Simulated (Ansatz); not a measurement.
# BaS: response to strain

Take BaS in the rock salt structure (space group Fm-3m, No. 225) as the base.

```yaml
crystal:
  lattice:
    - [0.00000, 3.16573, 3.16573]
    - [3.16573, 0.00000, 3.16573]
    - [3.16573, 3.16573, 0.00000]
  atoms:
    - { symbol: Ba, position: [0.00000, 0.00000, 0.00000] }
    - { symbol: S, position: [0.50000, 0.50000, 0.50000] }
```

Cartesian axes are those of the cell as printed.

Strains are applied to the cell and any free atomic positions relax; under biaxial strain the out-of-plane vector relaxes too.

Computed with PBEsol (Ansatz, a quantum-chemistry and plane-wave program), no spin-orbit coupling.

Notes on the quantities. energy relative to the base: free energy F.

| biaxial strain, plane normal [001], relaxed out of plane (%) | energy relative to the base (meV/atom) |
|---|---|
| -3 | 23.5 |
| -2.5 | 16.0 |
| -2 | ? |
| -1.5 | 5.5 |
| -1 | 2.4 |
| -0.5 | 0.6 |
| 0 | 0.0 |

### Question
Fit ΔE = Aε² + Bε³ (ε in %) to the rows shown and predict the withheld row.

### Answer
Least squares on the printed values gives A = 2.29 and B = -0.11 meV/atom (largest residual 0.0 meV/atom); this predicts 10.0 meV/atom, and the run gives 10.0 meV/atom, in agreement.

Stability against distortions was not tested.
